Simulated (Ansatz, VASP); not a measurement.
## BAs in VASP and in Ansatz

INCAR

```
PREC = Accurate ; ENCUT = 520
EDIFF = 1E-6 ; ISMEAR = 0
SIGMA = 0.02 ; LREAL = False
LASPH = True ; NELM = 60
ALGO = Normal ; ISIF = 2
LWAVE = False ; LCHARG = False
GGA = PE ; NBANDS = 11
```

The input KPOINTS:

```
regular mesh
0
Gamma
  10 10 10
```

Contents of POSCAR:

```
BAs
1.0
    0.0000000000      2.4820258371      2.4820258371
    2.4820258371      0.0000000000      2.4820258371
    2.4820258371      2.4820258371      0.0000000000
B As
1 1
Direct
    0.0000000000      0.0000000000      0.0000000000
    0.2500000000      0.2500000000      0.2500000000
```

Input for Ansatz:

```yaml
crystal:
  lattice:
    - [0.0, 2.4820258371, 2.4820258371]
    - [2.4820258371, 0.0, 2.4820258371]
    - [2.4820258371, 2.4820258371, 0.0]
  atoms:
    - { symbol: B, position: [0.0, 0.0, 0.0] }
    - { symbol: As, position: [0.25, 0.25, 0.25] }
basis:
  ecutwfc: 420
kpoints:
  mp_grid: { grid: [10, 10, 10] }
hamiltonian:
  xc: pbe
scf:
  occupations: { method: gaussian, width: 0.02 }
output:
  forces: true
  stress: true
  eigenvalues: true
```

Alike in both runs: task single point; functional PBE; k mesh 10 × 10 × 10; occupations gaussian, width 0.02 eV; no spin polarisation.

```csv
,VASP,Ansatz
version,VASP 6.6.1,Ansatz 0.2.0
potentials or method,"VASP PAW PBE potentials, release 64 (B, As)","scalar-relativistic, plane waves, PAW"
plane-wave cutoff (eV),520,420
valence electrons in the cell,8,18
```

```tsv
	VASP	Ansatz	Ansatz less VASP
gap on the k mesh at the Fermi level (eV)	1.29	1.29	+0.006
least direct gap on the mesh (eV)	3.14	3.14	+0.004
pressure (GPa)	-9.9	-10.2	-0.36
```

The two sets of potentials don't hold the same shells in valence.

A k mesh can miss the band edges. Expect the measured gap to be larger: semilocal functionals such as PBE lack the derivative discontinuity.
